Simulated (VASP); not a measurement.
The system is AgBr.

```
Ag Br
1.0
     0.00000    2.87015    2.87015
     2.87015    0.00000    2.87015
     2.87015    2.87015    0.00000
Ag Br
1 1
Direct
  0.00000 0.00000 0.00000
  0.50000 0.50000 0.50000
```

Base run:

* Program: VASP 6.6.1
* Functional: r2SCAN-EpsX
* Potentials or basis: VASP PAW PBE potentials, release 64 (Ag, Br)
* Cutoff: 520 eV
* k mesh: 6 × 6 × 6
* Occupations: gaussian, width 0.02 eV
* Spin: no spin polarisation

Its results: band gap on the k mesh 2.43 eV, indirect (least direct gap 4.36 eV); pressure 1.2 GPa.

Q: The run is repeated on the same cell with these changes: functional from r2SCAN-EpsX to HSE06. What comes out?

A: Band gap on the k mesh 2.02 eV, indirect (least direct gap 3.86 eV); pressure 1.9 GPa.

Caveats: the PAW data sets were made with another functional, which shifts forces and pressure a little.
